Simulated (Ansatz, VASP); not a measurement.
# HfO2 in two plane-wave programs, part 2 of 2

Wanted: the spread between two codes on one cell, functional and k mesh. The cell is taken from a series of VASP runs on this material, whose earlier steps may have relaxed, scaled or displaced it; both programs get it as it stands. Valence electrons are named where the data sets of a main pair hold unlike numbers.

VASP 6.6.1 and Ansatz 0.2.0.

So far. Step 4 (Comparison): A further Ansatz single point at VASP's end cell gives 3.81 GPa where VASP has -0.03 GPa.

### Step 5. VASP: relaxation of cell and atoms, r2SCAN

Level of this step: r2SCAN; plane waves and PAW (Hf_pv, O) (VASP).

The relaxed volume is the usual yardstick between codes: in a stiff, nearly cubic crystal its relative difference is about their pressure difference at one cell divided by the bulk modulus.

The input, INCAR:

```
SYSTEM = HfO2
PREC = Accurate
ENCUT = 520
EDIFF = 1E-07
NELM = 100
ISMEAR = 0
SIGMA = 0.03
LREAL = .FALSE.
ALGO = Normal
METAGGA = R2SCAN
LASPH = .TRUE.
NBANDS = 17
LORBIT = 11
LWAVE = .FALSE.
LCHARG = .FALSE.
KPAR = 4
IBRION = 2
NSW = 50
ISIF = 3
EDIFFG = -0.005
```

The input, POSCAR:

```
HfO2
1.0
    0.0000000000      2.5167578044      2.5167578044
    2.5167578044      0.0000000000      2.5167578044
    2.5167578044      2.5167578044      0.0000000000
Hf O
1 2
Direct
    0.0000000000      0.0000000000      0.0000000000
    0.7500000000      0.7500000000      0.7500000000
    0.2500000000      0.2500000000      0.2500000000
```

The input, KPOINTS:

```
Automatic mesh
0
Gamma
10 10 10
0 0 0
```

Potentials, in the order of the species: Hf_pv and O (PBE family, release 64).

Command:

```
$ mpirun -np 4 vasp_std
```

Numbers of over 12 decimals in the logs are rounded to 6 here.

Output:

```text
[banner, memory and clock lines left out]
running    4 mpi-ranks, on    1 nodes
[...]
[... a notice as in an earlier step ...]

 LDA part: xc-table for (None), standard interpolation
 POSCAR, INCAR and KPOINTS ok, starting setup
[...]
entering main loop
       N       E                     dE             d eps       ncg     rms          rms(c)
DAV:   1     0.507831032083E+02    0.50783E+02   -0.13174E+04  1598   0.132E+03
DAV:   2    -0.767854584670E+02   -0.12757E+03   -0.12385E+03  2112   0.302E+02
DAV:   3    -0.805854428721E+02   -0.38000E+01   -0.37905E+01  1895   0.481E+01
DAV:   4    -0.806079341272E+02   -0.22491E-01   -0.22486E-01  2083   0.405E+00
[...]
DAV:  14    -0.685524568611E+02    0.16443E-06   -0.13287E-07  1511   0.324E-03    0.460E-03
DAV:  15    -0.685524570095E+02   -0.14841E-06   -0.63382E-08   940   0.184E-03    0.664E-04
DAV:  16    -0.685524569758E+02    0.33752E-07   -0.10363E-08   892   0.728E-04
   1 F= -.68552457E+02 E0= -.68552457E+02  d E =-.685525E+02
[...]
reached required accuracy - stopping structural energy minimisation
```

Parts of OUTCAR (step 5):

```text
  Total        0.0019324      0.0019324      0.0019324      0.0000000      0.0000000     -0.0000000
  in kB        0.0971071      0.0971071      0.0971071      0.0000000      0.0000000     -0.0000000
  external PRESSURE =       0.0971071 kB  Pullay stress =       0.0000000 kB

 POSITION                                       TOTAL-FORCE (eV/Angst)
 -----------------------------------------------------------------------------------
      0.00000      0.00000      0.00000         0.000000      0.000000      0.000000
      3.77514      3.77514      3.77514        -0.000000     -0.000000     -0.000000
      1.25838      1.25838      1.25838         0.000000      0.000000      0.000000
 -----------------------------------------------------------------------------------
    total drift:                                0.000000      0.000000      0.000000

  FREE ENERGIE OF THE ION-ELECTRON SYSTEM (eV)
  ---------------------------------------------------
  free  energy   TOTEN  =       -68.5524569758 eV

  energy  without entropy=      -68.5524569758  energy(sigma->0) =      -68.55245698

[... 2 parts as in an earlier step ...]

[... 2 further parts left out ...]
[key lines of the parts left out:]
E-fermi :   4.2220
```

### Step 6. Ansatz: relaxation of cell and atoms, r2SCAN

The same cell, functional, mesh and smearing now go to Ansatz, which takes its cutoff from its data sets.

The cell is taken from a series of VASP runs on this material, whose earlier steps may have relaxed, scaled or displaced it; both programs get it as it stands.

The input, input.yaml:

```yaml
crystal:
  lattice:
    - [0.0, 2.5167578044, 2.5167578044]
    - [2.5167578044, 0.0, 2.5167578044]
    - [2.5167578044, 2.5167578044, 0.0]
  atoms:
    - { symbol: Hf, position: [0.0, 0.0, 0.0] }
    - { symbol: O, position: [0.75, 0.75, 0.75] }
    - { symbol: O, position: [0.25, 0.25, 0.25] }
hamiltonian:
  xc: r2scan
  pseudopotentials: { kind: paw }
kpoints:
  mp_grid: { grid: [10, 10, 10] }
scf:
  occupations: { method: gaussian, width: 0.03 }
relax:
  f_tol: 0.01
  max_steps: 60
  cell: { stress_tol: 0.05 }
output:
  forces: true
  stress: true
```

Command:

```
$ ansatz run input.yaml --threads 4 --pin off --max-ram 9216MiB --backend cpu --events-out ev --progress --plain --runs-dir out
```

Output:

```text
[...]
Crystal: 3 atoms, lattice volume = 31.883 Å³
Basis set: ecut = 500 eV, 869 PW (Γ), exchange–correlation on 108×108×108 points (64 copies of the dense FFT grid, shifted against one another)
Bands: 23, of which v1, the nominal top of the filled ones, is band 19 counted from 1 (18 counted from 0)
Symmetry: 48 space group operations
[...]
k-points: 47 of 1000
[...]
-0.000000       0.000000      -0.022524
  P = ⅓ Tr σ = -0.0225 GPa (-0.225 kbar)
--- Relaxed structure (3 steps of the walk, 3 accepted, 1 SCFs on fresh bases) ---
[...]
cell:  # Å, volume = 32.3617 Å³
    - [0, 2.529300, 2.529300]
    - [2.529300, 0, 2.529300]
    - [2.529300, 2.529300, 0]
  atoms:
    - { symbol: Hf, position: [0, 0, 0] }
    - { symbol: O, position: [0.750000, 0.750000, 0.750000] }
    - { symbol: O, position: [0.250000, 0.250000, 0.250000] }
[key lines of the parts left out:]
SCF converged after 6 iterations
Free energy (F): -16876.190579 eV
Fermi energy:    17.983750 eV
```

The job ended after 2.9 s (4 threads of Intel Xeon 6975P-C (Granite Rapids), shared host; peak memory 0.5 GiB; 8.8 s of CPU time).

### Step 7. Comparison

What differs besides the data sets and the points named for the pairs above, as far as they apply: VASP keeps PBE cores, Ansatz makes them for the functional; the data sets hold 38 valence electrons in Ansatz (on its default PAW (the set named soft_2) files) and 22 in VASP; the cutoff is 500 eV in Ansatz and 520 eV in VASP. Total energies have different zeros and are not compared.

Both answers:

| quantity | Ansatz | VASP | difference |
| --- | --- | --- | --- |
| volume (Å³) | 32.36 | 31.88 | +1.50 % |
| edge a after relaxation, in the typed setting (Å) | 3.577 | 3.559 | +0.50 % |

The walks stopped with -0.02 GPa left in Ansatz and 0.01 GPa in VASP; each walk ends within a tolerance, so the volume difference is uncertain by about these residues over the bulk modulus, most in soft cells.

A further Ansatz single point at VASP's end cell gives 4.14 GPa where VASP has 0.01 GPa.

### Step 8. Outcome

```json
{
 "difference in volume (relaxation of cell and atoms, PBEsol)": "1.4 %",
 "difference in volume (relaxation of cell and atoms, r2SCAN)": "1.5 %"
}
```

**Reading.** The difference in volume is 1.5 % (relaxation of cell and atoms, r2SCAN), beyond the 1.2 % picked in this series as the mark of a large difference, as far as the stopping tolerances let one tell. The data sets hold unlike numbers of valence electrons (38 in Ansatz and 22 in VASP), so part of the differences comes from the potentials. A pressure difference of 3.83 GPa at VASP's end cell goes with 1.4 % of volume. A pressure difference of 4.13 GPa at VASP's end cell goes with 1.5 % of volume. How closely two codes agree says nothing of how well the functional describes the real material.

[Lines on the potential files, build, host, timing and source positions are cut from VASP's logs without a mark.]

[Logs are printed without paths, hosts, clocks, repeated set-up lines and the standing remarks that a program may print on its own settings, such as how far it seeks lower states.]

[Hosts, paths, dates, database ids (printed as entryN), source tags and the programs' standing remarks are cut or masked in the printed files.]
